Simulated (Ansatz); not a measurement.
InSe under changes of volume

One of the cells (29.237 Å³/atom); the others are scaled copies at fixed shape and fractional positions:

```
In Se
1.0
     2.00000    1.15470    8.44000
    -2.00000    1.15470    8.44000
     0.00000   -2.30940    8.44000
In Se
2 2
Direct
  0.88860 0.88860 0.88860
  0.00000 0.00000 0.00000
  0.17190 0.17190 0.17190
  0.38350 0.38350 0.38350
```

- Program: Ansatz 0.2.0
- Functional: r2SCAN
- Potentials or basis: Ansatz PAW
- Cutoff: 500 eV (not typed: the program's choice for these potentials)
- k mesh: 8 × 8 × 8
- Occupations: fermi-dirac, width 0.05 eV
- Spin: no spin polarisation

```tsv
volume (Å³/atom)	energy over the lowest point (meV/atom)	pressure (GPa)	gap on the mesh (eV)	largest force (eV/Å)
27.483	34.93	5.1	1.07	0.550
28.068	19.00	3.6	1.00	0.413
28.652	?	?	?	?
29.237	2.04	1.1	0.87	0.239
29.822	0.00	0.0	0.81	0.160
30.406	1.65	-0.9	0.75	0.274
30.991	6.62	-1.8	0.69	0.402
```

Task: What does the run at 28.652 Å³/atom give?

Result: Energy over the lowest point 8.21 meV/atom; pressure 2.3 GPa; gap on the mesh 0.93 eV; largest force 0.323 eV/Å.

Worked out: A Birch-Murnaghan fit of order 3 (a polynomial in V^(-2/3)) to the other rows has its minimum at 29.84 Å³/atom with B0 = V·E''(V) = 52 GPa and B' = 4.6 at fixed shape and positions, which overstates the stiffness. It gives 8.23 meV/atom at 28.652 Å³/atom, against the run's 8.21, and -dE/dV = 2.3 GPa, against 2.3. A straight line through the other rows of the gap, of slope -3.15 eV per unit of ln V (its deformation potential), gives 0.94 eV, against the run's 0.93.

Energies are extrapolated to zero smearing.

Caveats: spin-orbit coupling is left out, which moves the levels of the heavy elements; the PAW data sets come from PBE, with cores solved anew for the run's functional, which leaves a small shift of forces and pressure.

A mesh can miss the band edges.
